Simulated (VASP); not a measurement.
Write the native input for VASP 6.6.1 that does the following.

```
Task                   : single point
Functional             : PBEsol
Potentials or basis    : VASP PAW PBE potentials, release 64 (Te, Mo_sv)
Cutoff                 : 520 eV
k mesh                 : 15 × 15 × 4
Occupations            : gaussian, width 0.02 eV
Spin                   : no spin polarisation
Further INCAR settings : ALGO = Fast; EDIFF = 1e-07; NBANDS = 35
```

The structure of Te2Mo lies in POSCAR:

```
Te2Mo
1.0
    3.4939700000      0.0000000000      0.0000000000
   -1.7469800000      3.0258600000      0.0000000000
    0.0000000000      0.0000000000     14.0077600000
Te Mo
4 2
Direct
    0.3333300000      0.6666700000      0.6209600000
    0.6666700000      0.3333300000      0.1209600000
    0.6666700000      0.3333300000      0.3790400000
    0.3333300000      0.6666700000      0.8790400000
    0.3333300000      0.6666700000      0.2500000000
    0.6666700000      0.3333300000      0.7500000000
```

The cell is a database's computed one.

These files were run (other wordings do the same):

INCAR

```
ALGO     = Fast           # electronic algorithm
EDIFF    = 1E-7           # SCF threshold, eV
ENCUT    = 520            # plane-wave cutoff, eV
GGA      = PS             # functional
ISIF     = 2              # what is computed and relaxed
ISMEAR   = 0              # smearing method
LASPH    = T              # aspherical terms in the spheres
LCHARG   = F              # write CHGCAR
LREAL    = F              # projectors in reciprocal space
LWAVE    = F              # write WAVECAR
NBANDS   = 35             # bands
NELM     = 100            # most SCF steps
PREC     = Accurate       # precision mode
SIGMA    = 0.02           # smearing width, eV
```

KPOINTS

```
k-points
0
Gamma
  15 15 4
```

Potentials or basis: VASP PAW PBE potentials, release 64 (Te, Mo_sv).

The run is started by

```sh
$ cat potpaw_PBE.64/Te/POTCAR potpaw_PBE.64/Mo_sv/POTCAR > POTCAR
$ mpirun -np 1 vasp_std > vasp.out
```

Results of the run:

```
Pressure               : 0.0 GPa
Band gap on the k mesh : 0.71 eV, indirect (least direct gap 1.09 eV)
```

Caveat: the PAW data sets were made with another functional, which shifts forces and pressure a little; spin-orbit coupling is left out, which moves the levels of the heavy elements; an odd mesh through Γ misses points on the zone boundary, where band edges often lie; this functional lacks dispersion, which binds the layers, so the pressure and a relaxed spacing across them are unreliable.

Wall time 19 min on 1 thread of Intel(R) Xeon(R) Platinum 8488C (Sapphire Rapids) (shared host), peak memory 0.87 GiB.
